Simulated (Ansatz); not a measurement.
# CuO (Cc): one cell, many starting occupations (series 2), part 1 of 2

Task: map the metastable states of CuO (Cc) by varying the start. Cell and atoms stay fixed.

Computed with Ansatz 0.2.0 (DFT PBE+U (U_eff = 5 eV on Cu d), plane waves, PAW, unless a step's input says otherwise).

### Step 1. The structure to begin with

It takes space group Cc (No. 9, monoclinic). Conventional cell: a = 4.689 Å, b = 3.427 Å, c = 5.132 Å, α = 90.00°, β = 99.65°, γ = 90.00°. Cu (site symmetry 1) has 4 O at 1.91 to 2.02 Å as nearest neighbours. Around O (site symmetry 1) lie 4 Cu at 1.91 to 2.02 Å.

Structure file:

```cif
data_structure
_symmetry_space_group_name_H-M 'P 1'
_symmetry_Int_Tables_number 1
_cell_length_a 4.6893
_cell_length_b 5.8080
_cell_length_c 5.1321
_cell_angle_alpha 97.781
_cell_angle_beta 99.653
_cell_angle_gamma 36.158
_cell_volume 81.30
loop_
_atom_site_label
_atom_site_type_symbol
_atom_site_fract_x
_atom_site_fract_y
_atom_site_fract_z
_atom_site_occupancy
Cu1 Cu 0.00320 0.24680 0.00000 1
Cu2 Cu 0.49680 0.75320 0.50000 1
O1 O 0.57140 0.91710 0.25370 1
O2 O 0.40560 0.08290 0.75370 1
Cu3 Cu 0.00320 0.74680 0.00000 1
Cu4 Cu 0.49680 0.25320 0.50000 1
O3 O 0.57140 0.41710 0.25370 1
O4 O 0.40560 0.58290 0.75370 1
```

Magnetic order typed: antiferromagnetic, doubled cell 1/2 1/2 0.

The runs: random orbitals: single harmonics, second filling; random orbitals: fully mixed, first filling; random orbitals: single harmonics, first filling; random orbitals: fully mixed, one electron fewer; random orbitals: drawn by pairs, second filling.

An earlier series on this cell reached its lowest free state from «from atoms, default search», perhaps among other starts.

### Step 2. Random orbitals: single harmonics, second filling

Input file input.yaml:

```yaml
crystal:
  lattice:
    - [4.68929952, 0.0, 0.0]
    - [4.68929952, 3.42679964, 0.0]
    - [-0.86054991, 0.0, 5.05943948]
  atoms:
    - { symbol: Cu, position: [0.0032, 0.2468, 0.0], spin: 1.0 }
    - { symbol: Cu, position: [0.4968, 0.7532, 0.5], spin: 1.0 }
    - { symbol: O, position: [0.5714, 0.9171, 0.2537] }
    - { symbol: O, position: [0.4056, 0.0829, 0.7537] }
    - { symbol: Cu, position: [0.0032, 0.7468, 0.0], spin: -1.0 }
    - { symbol: Cu, position: [0.4968, 0.2532, 0.5], spin: -1.0 }
    - { symbol: O, position: [0.5714, 0.4171, 0.2537] }
    - { symbol: O, position: [0.4056, 0.5829, 0.7537] }
basis:
  ecutwfc: 420
  ecutrho_ratio: 4
kpoints:
  mp_grid: { grid: [7, 7, 4] }
hamiltonian:
  xc: pbe
  hubbard:
    sites:
      - { site: 0, l: d, u_eff: 5.0, starting_ns: [{ spin: up, occupation_matrix: s0up }, { spin: down, occupation_matrix: s0down }] }
      - { site: 1, l: d, u_eff: 5.0, starting_ns: [{ spin: up, occupation_matrix: s1up }, { spin: down, occupation_matrix: s1down }] }
      - { site: 4, l: d, u_eff: 5.0, starting_ns: [{ spin: up, occupation_matrix: s4up }, { spin: down, occupation_matrix: s4down }] }
      - { site: 5, l: d, u_eff: 5.0, starting_ns: [{ spin: up, occupation_matrix: s5up }, { spin: down, occupation_matrix: s5down }] }
    occupation_matrices:
      s0up:
        matrix:
          - [0.97, 0.0, 0.0, 0.0, 0.0]
          - [0.0, 0.97, 0.0, 0.0, 0.0]
          - [0.0, 0.0, 0.97, 0.0, 0.0]
          - [0.0, 0.0, 0.0, 0.97, 0.0]
          - [0.0, 0.0, 0.0, 0.0, 0.97]
      s0down:
        matrix:
          - [0.97, 0.0, 0.0, 0.0, 0.0]
          - [0.0, 0.97, 0.0, 0.0, 0.0]
          - [0.0, 0.0, 0.02, 0.0, 0.0]
          - [0.0, 0.0, 0.0, 0.97, 0.0]
          - [0.0, 0.0, 0.0, 0.0, 0.97]
      s1up:
        matrix:
          - [0.97, 0.0, 0.0, 0.0, 0.0]
          - [0.0, 0.97, 0.0, 0.0, 0.0]
          - [0.0, 0.0, 0.97, 0.0, 0.0]
          - [0.0, 0.0, 0.0, 0.97, 0.0]
          - [0.0, 0.0, 0.0, 0.0, 0.97]
      s1down:
        matrix:
          - [0.97, 0.0, 0.0, 0.0, 0.0]
          - [0.0, 0.97, 0.0, 0.0, 0.0]
          - [0.0, 0.0, 0.97, 0.0, 0.0]
          - [0.0, 0.0, 0.0, 0.02, 0.0]
          - [0.0, 0.0, 0.0, 0.0, 0.97]
      s4up:
        matrix:
          - [0.02, 0.0, 0.0, 0.0, 0.0]
          - [0.0, 0.97, 0.0, 0.0, 0.0]
          - [0.0, 0.0, 0.97, 0.0, 0.0]
          - [0.0, 0.0, 0.0, 0.97, 0.0]
          - [0.0, 0.0, 0.0, 0.0, 0.97]
      s4down:
        matrix:
          - [0.97, 0.0, 0.0, 0.0, 0.0]
          - [0.0, 0.97, 0.0, 0.0, 0.0]
          - [0.0, 0.0, 0.97, 0.0, 0.0]
          - [0.0, 0.0, 0.0, 0.97, 0.0]
          - [0.0, 0.0, 0.0, 0.0, 0.97]
      s5up:
        matrix:
          - [0.97, 0.0, 0.0, 0.0, 0.0]
          - [0.0, 0.97, 0.0, 0.0, 0.0]
          - [0.0, 0.0, 0.97, 0.0, 0.0]
          - [0.0, 0.0, 0.0, 0.97, 0.0]
          - [0.0, 0.0, 0.0, 0.0, 0.02]
      s5down:
        matrix:
          - [0.97, 0.0, 0.0, 0.0, 0.0]
          - [0.0, 0.97, 0.0, 0.0, 0.0]
          - [0.0, 0.0, 0.97, 0.0, 0.0]
          - [0.0, 0.0, 0.0, 0.97, 0.0]
          - [0.0, 0.0, 0.0, 0.0, 0.97]
    ns_hold: until_converged
scf:
  occupations: { method: gaussian, width: 0.05 }
  lower_state_search: "off"
  max_iter: 150
output:
  forces: true
  stress: true
  eigenvalues: true
  populations: true
  hubbard:
    sites:
      - { site: 0, l: d }
      - { site: 1, l: d }
      - { site: 4, l: d }
      - { site: 5, l: d }
magnetization:
  spin_polarized: true
```

The typed matrices put 0.97 on the chosen orbitals and 0.02 on the others, and are held until the SCF converges, then released.

The run is started by

```bash
$ ansatz run input.yaml --threads 4 --pin off --max-ram 6144MiB --backend cpu --events-out ev --progress --plain --runs-dir out
```

Standard output, cut to the lines that bear on the results:

```text
Warning: crystal.symmetry: narrowed to the stabiliser of the occupation matrices — unitary ops 2 → 1, anti-unitary 2 → 0; lowered by the specified shells (site 0, l: d), (site 1, l: d), (site 4, l: d), (site 5, l: d); largest admitted image defect 4.4e-16, smallest excluded 9.5e-1 — at a [...]
Warning: RAYON_NUM_THREADS=4 ignored (pool sized by the plan → 4); use --threads N
Cu: projections on atomic orbitals take those of the free atom [Ne] 3s2 3p6 3d10 4s1, of charge +0.00 (hamiltonian.pseudopotentials.projection_atoms); the dataset's partial waves leave at most 2.0e-6 of an orbital's norm unspanned inside its sphere
O: projections on atomic orbitals take those of the free atom [He] 2s2 2p4, of charge +0.00 (hamiltonian.pseudopotentials.projection_atoms); the dataset's partial waves leave at most 1.9e-8 of an orbital's norm unspanned inside its sphere
[...]
Pseudopotentials: kind: paw
Pseudopotential: Cu, paw, valence charge 19, recommended cutoff 420 eV (normal), Cu.paw.azcp
Pseudopotential: O, paw, valence charge 6, recommended cutoff 420 eV (normal), O.paw.azcp
Functional definition: PBE
[...]
Crystal: 8 atoms, lattice volume = 81.302 Å³
Basis set: ecut = 420 eV, 1595 PW (Γ), exchange–correlation on 64×80×72 points (8 copies of the dense FFT grid, shifted against one another)
Bands: 63, of which v1, the nominal top of the filled ones, is band 50 counted from 1 (49 counted from 0)
Symmetry: 1 space group operations
k-points: 99 of 196 (time reversal used)
[...]
Starting moments: Σ|m| = 4 μB on 4 of 8 sites
[...]
WARN: hamiltonian.hubbard: on 4 of 8 specified blocks the occupation matrix of this SCF's result fails the test of the specified filling. At site 0 ↓ (sites count from 0 in the list of atoms of the cell that this SCF solves) the least filled combination of the orbitals specified full has [...]
  specified occupation → Cu0 d_3D up: matrix, ‖Δ‖_F = 0.0498, Tr Δ = -0.1043, displaced = 0.0522, d_λ = 0.0498; orbital distance = 0.0000
  specified occupation → Cu0 d_3D dn: matrix, ‖Δ‖_F = 0.9397, Tr Δ = -0.5284, displaced = 0.6554, d_λ = 0.4392; orbital distance = 1.1610
  Cu1 d_3D: site group C1 (1)
  Cu1 d_3D up     Tr n = 4.9543  λ = 0.981 0.982 0.996 0.998 0.998  [2× xy 0.35 A(1.00) | 3× z2 0.30 A(1.00)]
  Cu1 d_3D dn     Tr n = 4.4284  λ = 0.457 0.980 0.996 0.997 0.998  [xz 0.60 A(1.00) | xy 0.73 A(1.00) | 3× z2 0.30 A(1.00)]
  specified occupation → Cu1 d_3D up: matrix, ‖Δ‖_F = 0.0498, Tr Δ = -0.1043, displaced = 0.0522, d_λ = 0.0498; orbital distance = 0.0000
  specified occupation → Cu1 d_3D dn: matrix, ‖Δ‖_F = 1.0717, Tr Δ = -0.5284, displaced = 0.7541, d_λ = 0.4392; orbital distance = 1.3658
  Cu4 d_3D: site group C1 (1)
  Cu4 d_3D up     Tr n = 4.4283  λ = 0.457 0.980 0.996 0.997 0.998  [xz 0.60 A(1.00) | xy 0.73 A(1.00) | 3× z2 0.30 A(1.00)]
  Cu4 d_3D dn     Tr n = 4.9543  λ = 0.981 0.982 0.996 0.998 0.998  [2× xy 0.35 A(1.00) | 3× z2 0.30 A(1.00)]
  specified occupation → Cu4 d_3D up: matrix, ‖Δ‖_F = 1.1031, Tr Δ = -0.5283, displaced = 0.7776, d_λ = 0.4392; orbital distance = 1.4142
  specified occupation → Cu4 d_3D dn: matrix, ‖Δ‖_F = 0.0498, Tr Δ = -0.1043, displaced = 0.0522, d_λ = 0.0498; orbital distance = 0.0000
  Cu5 d_3D: site group C1 (1)
  Cu5 d_3D up     Tr n = 4.4283  λ = 0.457 0.980 0.996 0.997 0.998  [xz 0.60 A(1.00) | xy 0.73 A(1.00) | 3× z2 0.30 A(1.00)]
  Cu5 d_3D dn     Tr n = 4.9543  λ = 0.981 0.982 0.996 0.998 0.998  [2× xy 0.35 A(1.00) | 3× z2 0.30 A(1.00)]
  specified occupation → Cu5 d_3D up: matrix, ‖Δ‖_F = 1.0906, Tr Δ = -0.5283, displaced = 0.7751, d_λ = 0.4392; orbital distance = 1.4091
  specified occupation → Cu5 d_3D dn: matrix, ‖Δ‖_F = 0.0498, Tr Δ = -0.1043, displaced = 0.0522, d_λ = 0.0498; orbital distance = 0.0000
  Tr n, λ and their labels are of the run-group-symmetrised matrices; stabiliser: 4 of 8 elements of G0×{1,Θ} (closed), max defect 4.2e-5 at τ = 9.0e-4
```

Run time: 3.2 min. Hardware: 4 threads of Arm Neoverse V2, shared host; peak memory 1 GiB.

End state: a gap on the mesh of 0.68 eV, pressure 8.1 GPa, moments in spheres Cu 0.56, -0.56 μB, largest force component 0.77 eV/Å, 1 symmetry operation imposed. The program reports that the typed filling wasn't kept.

How the shells are filled (orbitals counted by the eigenvalues of the occupation matrices):

| shell | channel | electrons | over 0.8 | 0.2 to 0.8 | under 0.2 |
| --- | --- | --- | --- | --- | --- |
| Cu 3d (atom 1) | up | 4.95 | 5 | 0 | 0 |
| Cu 3d (atom 1) | down | 4.43 | 4 | 1 | 0 |
| Cu 3d (atom 5) | up | 4.43 | 4 | 1 | 0 |
| Cu 3d (atom 5) | down | 4.95 | 5 | 0 | 0 |

### Step 3. Random orbitals: fully mixed, first filling

input.yaml: that of step 2 with these lines changed.

```diff
@@ -37,7 +37,7 @@
         matrix:
-          - [0.97, 0.0, 0.0, 0.0, 0.0]
-          - [0.0, 0.97, 0.0, 0.0, 0.0]
-          - [0.0, 0.0, 0.02, 0.0, 0.0]
-          - [0.0, 0.0, 0.0, 0.97, 0.0]
-          - [0.0, 0.0, 0.0, 0.0, 0.97]
+          - [0.46571, -0.29705, -0.18652, -0.09671, 0.30395]
+          - [-0.29705, 0.79503, -0.10987, -0.05697, 0.17904]
+          - [-0.18652, -0.10987, 0.90101, -0.03577, 0.11242]
+          - [-0.09671, -0.05697, -0.03577, 0.95145, 0.05829]
+          - [0.30395, 0.17904, 0.11242, 0.05829, 0.78679]
       s1up:
@@ -51,14 +51,14 @@
         matrix:
-          - [0.97, 0.0, 0.0, 0.0, 0.0]
-          - [0.0, 0.97, 0.0, 0.0, 0.0]
-          - [0.0, 0.0, 0.97, 0.0, 0.0]
-          - [0.0, 0.0, 0.0, 0.02, 0.0]
-          - [0.0, 0.0, 0.0, 0.0, 0.97]
+          - [0.92817, -0.02191, 0.0996, -0.16534, 0.01594]
+          - [-0.02191, 0.95852, 0.05217, -0.08661, 0.00835]
+          - [0.0996, 0.05217, 0.73286, 0.39366, -0.03794]
+          - [-0.16534, -0.08661, 0.39366, 0.31653, 0.06299]
+          - [0.01594, 0.00835, -0.03794, 0.06299, 0.96393]
       s4up:
         matrix:
-          - [0.02, 0.0, 0.0, 0.0, 0.0]
-          - [0.0, 0.97, 0.0, 0.0, 0.0]
-          - [0.0, 0.0, 0.97, 0.0, 0.0]
-          - [0.0, 0.0, 0.0, 0.97, 0.0]
-          - [0.0, 0.0, 0.0, 0.0, 0.97]
+          - [0.96848, 0.01293, -0.00456, -0.03423, 0.00913]
+          - [0.01293, 0.86009, 0.03879, 0.29093, -0.07758]
+          - [-0.00456, 0.03879, 0.95631, -0.10268, 0.02738]
+          - [-0.03423, 0.29093, -0.10268, 0.19988, 0.20536]
+          - [0.00913, -0.07758, 0.02738, 0.20536, 0.91524]
       s4down:
@@ -72,7 +72,7 @@
         matrix:
-          - [0.97, 0.0, 0.0, 0.0, 0.0]
-          - [0.0, 0.97, 0.0, 0.0, 0.0]
-          - [0.0, 0.0, 0.97, 0.0, 0.0]
-          - [0.0, 0.0, 0.0, 0.97, 0.0]
-          - [0.0, 0.0, 0.0, 0.0, 0.02]
+          - [0.67214, -0.06383, -0.26063, -0.34041, 0.07978]
+          - [-0.06383, 0.95632, -0.05585, -0.07295, 0.0171]
+          - [-0.26063, -0.05585, 0.74195, -0.29786, 0.06981]
+          - [-0.34041, -0.07295, -0.29786, 0.58096, 0.09118]
+          - [0.07978, 0.0171, 0.06981, 0.09118, 0.94863]
       s5down:
```

The typed matrices put 0.97 on the chosen orbitals and 0.02 on the others, and are held until the SCF converges, then released.

The run is started by

```bash
$ ansatz run input.yaml --threads 4 --pin off --max-ram 6144MiB --backend cpu --events-out ev --progress --plain --runs-dir out
```

Standard output, cut to the lines that bear on the results:

```text
Warning: crystal.symmetry: narrowed to the stabiliser of the occupation matrices — unitary ops 2 → 1, anti-unitary 2 → 0; lowered by the specified shells (site 0, l: d), (site 1, l: d), (site 4, l: d), (site 5, l: d); largest admitted image defect 4.4e-16, smallest excluded 4.5e-1 — at a [...]
Warning: RAYON_NUM_THREADS=4 ignored (pool sized by the plan → 4); use --threads N
Cu: projections on atomic orbitals take those of the free atom [Ne] 3s2 3p6 3d10 4s1, of charge +0.00 (hamiltonian.pseudopotentials.projection_atoms); the dataset's partial waves leave at most 2.0e-6 of an orbital's norm unspanned inside its sphere
O: projections on atomic orbitals take those of the free atom [He] 2s2 2p4, of charge +0.00 (hamiltonian.pseudopotentials.projection_atoms); the dataset's partial waves leave at most 1.9e-8 of an orbital's norm unspanned inside its sphere
[...]
[... 4 set-up lines as earlier in the session ...]
[...]
Crystal: 8 atoms, lattice volume = 81.302 Å³
[...]
WARN: hamiltonian.hubbard: on 4 of 8 specified blocks the occupation matrix of this SCF's result fails the test of the specified filling. At site 0 ↓ (sites count from 0 in the list of atoms of the cell that this SCF solves) the least filled combination of the orbitals specified full has [...]
  specified occupation → Cu1 d_3D dn: matrix, ‖Δ‖_F = 1.1025, Tr Δ = -0.5283, displaced = 0.7775, d_λ = 0.4392; orbital distance = 1.4139
  Cu4 d_3D: site group C1 (1)
  Cu4 d_3D up     Tr n = 4.4283  λ = 0.457 0.980 0.996 0.997 0.998  [xz 0.60 A(1.00) | xy 0.73 A(1.00) | 3× z2 0.30 A(1.00)]
  Cu4 d_3D dn     Tr n = 4.9543  λ = 0.981 0.982 0.996 0.998 0.998  [2× xy 0.35 A(1.00) | 3× z2 0.30 A(1.00)]
  specified occupation → Cu4 d_3D up: matrix, ‖Δ‖_F = 1.0957, Tr Δ = -0.5283, displaced = 0.7727, d_λ = 0.4392; orbital distance = 1.4041
  specified occupation → Cu4 d_3D dn: matrix, ‖Δ‖_F = 0.0498, Tr Δ = -0.1043, displaced = 0.0522, d_λ = 0.0498; orbital distance = 0.0000
  Cu5 d_3D: site group C1 (1)
  Cu5 d_3D up     Tr n = 4.4284  λ = 0.457 0.980 0.996 0.997 0.998  [xz 0.60 A(1.00) | xy 0.73 A(1.00) | 3× z2 0.30 A(1.00)]
  Cu5 d_3D dn     Tr n = 4.9543  λ = 0.981 0.982 0.996 0.998 0.998  [2× xy 0.35 A(1.00) | 3× z2 0.30 A(1.00)]
  specified occupation → Cu5 d_3D up: matrix, ‖Δ‖_F = 0.9564, Tr Δ = -0.5284, displaced = 0.6664, d_λ = 0.4392; orbital distance = 1.1845
  specified occupation → Cu5 d_3D dn: matrix, ‖Δ‖_F = 0.0498, Tr Δ = -0.1043, displaced = 0.0522, d_λ = 0.0498; orbital distance = 0.0000
  Tr n, λ and their labels are of the run-group-symmetrised matrices; stabiliser: 4 of 8 elements of G0×{1,Θ} (closed), max defect 7.0e-5 at τ = 1.3e-3
```

Wall time 3.3 min (4 threads of Arm Neoverse V2, shared host); peak memory 1 GiB.

Result: a gap on the mesh of 0.68 eV, pressure 8.1 GPa, moments in spheres Cu 0.56, -0.56 μB, largest force component 0.77 eV/Å, 1 symmetry operation imposed. The program reports that the typed filling wasn't kept.

How the shells are filled (orbitals counted by the eigenvalues of the occupation matrices):

```
         shell  channel  electrons  over 0.8  0.2 to 0.8  under 0.2
Cu 3d (atom 1)       up       4.95         5           0          0
Cu 3d (atom 1)     down       4.43         4           1          0
Cu 3d (atom 5)       up       4.43         4           1          0
Cu 3d (atom 5)     down       4.95         5           0          0
```

### Step 4. Random orbitals: single harmonics, first filling

input.yaml: that of step 3 with these lines changed.

```diff
@@ -37,7 +37,7 @@
         matrix:
-          - [0.46571, -0.29705, -0.18652, -0.09671, 0.30395]
-          - [-0.29705, 0.79503, -0.10987, -0.05697, 0.17904]
-          - [-0.18652, -0.10987, 0.90101, -0.03577, 0.11242]
-          - [-0.09671, -0.05697, -0.03577, 0.95145, 0.05829]
-          - [0.30395, 0.17904, 0.11242, 0.05829, 0.78679]
+          - [0.02, 0.0, 0.0, 0.0, 0.0]
+          - [0.0, 0.97, 0.0, 0.0, 0.0]
+          - [0.0, 0.0, 0.97, 0.0, 0.0]
+          - [0.0, 0.0, 0.0, 0.97, 0.0]
+          - [0.0, 0.0, 0.0, 0.0, 0.97]
       s1up:
@@ -51,14 +51,14 @@
         matrix:
-          - [0.92817, -0.02191, 0.0996, -0.16534, 0.01594]
-          - [-0.02191, 0.95852, 0.05217, -0.08661, 0.00835]
-          - [0.0996, 0.05217, 0.73286, 0.39366, -0.03794]
-          - [-0.16534, -0.08661, 0.39366, 0.31653, 0.06299]
-          - [0.01594, 0.00835, -0.03794, 0.06299, 0.96393]
+          - [0.97, 0.0, 0.0, 0.0, 0.0]
+          - [0.0, 0.02, 0.0, 0.0, 0.0]
+          - [0.0, 0.0, 0.97, 0.0, 0.0]
+          - [0.0, 0.0, 0.0, 0.97, 0.0]
+          - [0.0, 0.0, 0.0, 0.0, 0.97]
       s4up:
         matrix:
-          - [0.96848, 0.01293, -0.00456, -0.03423, 0.00913]
-          - [0.01293, 0.86009, 0.03879, 0.29093, -0.07758]
-          - [-0.00456, 0.03879, 0.95631, -0.10268, 0.02738]
-          - [-0.03423, 0.29093, -0.10268, 0.19988, 0.20536]
-          - [0.00913, -0.07758, 0.02738, 0.20536, 0.91524]
+          - [0.97, 0.0, 0.0, 0.0, 0.0]
+          - [0.0, 0.97, 0.0, 0.0, 0.0]
+          - [0.0, 0.0, 0.97, 0.0, 0.0]
+          - [0.0, 0.0, 0.0, 0.02, 0.0]
+          - [0.0, 0.0, 0.0, 0.0, 0.97]
       s4down:
@@ -72,7 +72,7 @@
         matrix:
-          - [0.67214, -0.06383, -0.26063, -0.34041, 0.07978]
-          - [-0.06383, 0.95632, -0.05585, -0.07295, 0.0171]
-          - [-0.26063, -0.05585, 0.74195, -0.29786, 0.06981]
-          - [-0.34041, -0.07295, -0.29786, 0.58096, 0.09118]
-          - [0.07978, 0.0171, 0.06981, 0.09118, 0.94863]
+          - [0.97, 0.0, 0.0, 0.0, 0.0]
+          - [0.0, 0.02, 0.0, 0.0, 0.0]
+          - [0.0, 0.0, 0.97, 0.0, 0.0]
+          - [0.0, 0.0, 0.0, 0.97, 0.0]
+          - [0.0, 0.0, 0.0, 0.0, 0.97]
       s5down:
```

The typed matrices put 0.97 on the chosen orbitals and 0.02 on the others, and are held until the SCF converges, then released.

The run is started by

```bash
$ ansatz run input.yaml --threads 4 --pin off --max-ram 6144MiB --backend cpu --events-out ev --progress --plain --runs-dir out
```

Standard output, cut to the lines that bear on the results:

```text
Warning: crystal.symmetry: narrowed to the stabiliser of the occupation matrices — unitary ops 2 → 1, anti-unitary 2 → 0; lowered by the specified shells (site 0, l: d), (site 1, l: d), (site 4, l: d), (site 5, l: d); largest admitted image defect 4.4e-16, smallest excluded 9.5e-1 — at a [...]
Warning: RAYON_NUM_THREADS=4 ignored (pool sized by the plan → 4); use --threads N
Cu: projections on atomic orbitals take those of the free atom [Ne] 3s2 3p6 3d10 4s1, of charge +0.00 (hamiltonian.pseudopotentials.projection_atoms); the dataset's partial waves leave at most 2.0e-6 of an orbital's norm unspanned inside its sphere
O: projections on atomic orbitals take those of the free atom [He] 2s2 2p4, of charge +0.00 (hamiltonian.pseudopotentials.projection_atoms); the dataset's partial waves leave at most 1.9e-8 of an orbital's norm unspanned inside its sphere
[...]
[... 4 set-up lines as earlier in the session ...]
[...]
Crystal: 8 atoms, lattice volume = 81.302 Å³
[...]
WARN: hamiltonian.hubbard: on 4 of 8 specified blocks the occupation matrix of this SCF's result fails the test of the specified filling. At site 0 ↓ (sites count from 0 in the list of atoms of the cell that this SCF solves) the least filled combination of the orbitals specified full has [...]
  specified occupation → Cu1 d_3D dn: matrix, ‖Δ‖_F = 0.7766, Tr Δ = -0.5284, displaced = 0.5306, d_λ = 0.4392; orbital distance = 0.8952
  Cu4 d_3D: site group C1 (1)
  Cu4 d_3D up     Tr n = 4.4284  λ = 0.457 0.980 0.996 0.997 0.998  [xz 0.60 A(1.00) | xy 0.73 A(1.00) | 3× z2 0.30 A(1.00)]
  Cu4 d_3D dn     Tr n = 4.9543  λ = 0.981 0.982 0.996 0.998 0.998  [2× xy 0.35 A(1.00) | 3× z2 0.30 A(1.00)]
  specified occupation → Cu4 d_3D up: matrix, ‖Δ‖_F = 1.0717, Tr Δ = -0.5284, displaced = 0.7541, d_λ = 0.4392; orbital distance = 1.3658
  specified occupation → Cu4 d_3D dn: matrix, ‖Δ‖_F = 0.0498, Tr Δ = -0.1043, displaced = 0.0522, d_λ = 0.0498; orbital distance = 0.0000
  Cu5 d_3D: site group C1 (1)
  Cu5 d_3D up     Tr n = 4.4283  λ = 0.457 0.980 0.996 0.997 0.998  [xz 0.60 A(1.00) | xy 0.73 A(1.00) | 3× z2 0.30 A(1.00)]
  Cu5 d_3D dn     Tr n = 4.9543  λ = 0.981 0.982 0.996 0.998 0.998  [2× xy 0.35 A(1.00) | 3× z2 0.30 A(1.00)]
  specified occupation → Cu5 d_3D up: matrix, ‖Δ‖_F = 0.7767, Tr Δ = -0.5283, displaced = 0.5306, d_λ = 0.4392; orbital distance = 0.8952
  specified occupation → Cu5 d_3D dn: matrix, ‖Δ‖_F = 0.0498, Tr Δ = -0.1043, displaced = 0.0522, d_λ = 0.0498; orbital distance = 0.0000
  Tr n, λ and their labels are of the run-group-symmetrised matrices; stabiliser: 4 of 8 elements of G0×{1,Θ} (closed), max defect 2.7e-5 at τ = 7.1e-4
```

Wall time 3.2 min (4 threads of Arm Neoverse V2, shared host); peak memory 1 GiB.

It ends with a gap on the mesh of 0.68 eV, pressure 8.1 GPa, moments in spheres Cu 0.56, -0.56 μB, largest force component 0.77 eV/Å, 1 symmetry operation imposed. The program reports that the typed filling wasn't kept.

The shells' filling, with natural orbitals sorted by occupation:

```csv
shell,channel,electrons,over 0.8,0.2 to 0.8,under 0.2
Cu 3d (atom 1),up,4.95,5,0,0
Cu 3d (atom 1),down,4.43,4,1,0
Cu 3d (atom 5),up,4.43,4,1,0
Cu 3d (atom 5),down,4.95,5,0,0
```

(Continued in part 2 of 2.)
